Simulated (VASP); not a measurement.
The system is NaCl.

```xyz
2
Lattice="3.5022 0.0000 0.0000 0.0000 3.5022 0.0000 0.0000 0.0000 3.5022" Properties=species:S:1:pos:R:3 pbc="T T T"
Cl    1.7511    1.7511    1.7511
Na    0.0000    0.0000    0.0000
```

Measurements of this composition are mostly on another form, of space group No. 225.

Program: VASP 6.6.1. Alike in all runs: task band structure; no spin polarisation; cell as given; k mesh 8 × 8 × 8; cutoff (eV) 520; smearing gaussian 0.02 eV.

Task: Order these runs on this cell by their band gap on the k mesh, lowest first.
A. level LDA; potentials or basis VASP PAW LDA potentials, release 64 (Cl, Na_pv)
B. level r2SCAN; potentials or basis VASP PAW PBE potentials, release 64 (Cl, Na_pv)
C. level PBEsol; potentials or basis VASP PAW PBE potentials, release 64 (Cl, Na_pv)

Result: A (3.61 eV), C (3.84 eV), B (4.81 eV).

